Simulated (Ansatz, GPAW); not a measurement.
This is a calculation of C for GPAW 26.7.0 (ASE script). 

File run.py:

```python
from ase.dft.bandgap import bandgap
from ase.io import read, write
from ase.units import GPa
from gpaw import GPAW, PW, setup_paths

setup_paths.insert(0, '.')

atoms = read('POSCAR')

calc = GPAW(mode=PW(800),
            xc='PBEsol',
            kpts={'size': (13, 13, 13), 'gamma': True},
            occupations={'name': 'methfessel-paxton', 'order': 0, 'width': 0.05},
            nbands=11,
            convergence={'density': 1e-05, 'energy': 1e-05},
            maxiter=150,
            txt='gpaw.txt')
atoms.calc = calc
energy = atoms.get_potential_energy()
forces = atoms.get_forces()
stress = atoms.get_stress()
calc.write('gs.gpw')
write('result.traj', atoms)
print(f'Energy: {energy:.6f} eV')
print('Forces (eV/A):')
print(forces.round(4))
print('Stress (GPa):', (stress / GPa).round(3))
print('Fermi level:', round(calc.get_fermi_level(), 4), 'eV')
print(f'Gap: {bandgap(calc)[0]:.4f} eV, direct: {bandgap(calc, direct=True)[0]:.4f} eV')
```

The input POSCAR:

```
C
1.0
    0.0000000000      1.7833700000      1.7833700000
    1.7833700000      0.0000000000      1.7833700000
    1.7833700000      1.7833700000      0.0000000000
C
2
Direct
    0.7500000000      0.7500000000      0.7500000000
    0.5000000000      0.5000000000      0.5000000000
```

Potentials or basis: PAW data sets generated in the run's folder for this functional, pw.

Command:

```bash
$ gpaw-setup -f PBEsol C
$ OMP_NUM_THREADS=1 python run.py
```

**Question.** What does the same run look like in Ansatz 0.2.0? Potentials or basis there: Ansatz PAW, cutoff 420 eV.

**Answer.** As run (cutoffs and basis follow the program's own potentials, and thresholds, step limits or extra output files can differ):

input.yaml

```yaml
crystal:
  lattice:
    - [0.0, 1.78337, 1.78337]
    - [1.78337, 0.0, 1.78337]
    - [1.78337, 1.78337, 0.0]
  atoms:
    - { symbol: C, position: [0.75, 0.75, 0.75] }
    - { symbol: C, position: [0.5, 0.5, 0.5] }
hamiltonian:
  xc: pbesol
  pseudopotentials: { kind: paw }
kpoints:
  mp_grid: { grid: [13, 13, 13] }
scf:
  occupations: { method: gaussian, width: 0.05 }
output:
  forces: true
  stress: true
  eigenvalues: true
```

Potentials or basis: Ansatz PAW.

Run with:

```sh
$ ansatz run input.yaml --threads 2 --pin off --max-ram 5632MiB --backend cpu --events-out ev --progress --plain --runs-dir out
```

Both were run:

|  | GPAW | Ansatz |
| --- | --- | --- |
| Pressure | -5.2 GPa | -4.8 GPa |

Ansatz's pressure holds a Pulay term of +1.04 GPa for its cutoff of 420 eV, which the other run lacks.

Ansatz's potentials were made for PBE.

Where Ansatz's input types no cutoff or centring, it takes its own default and a Γ-centred mesh.

Pressure is positive in compression.
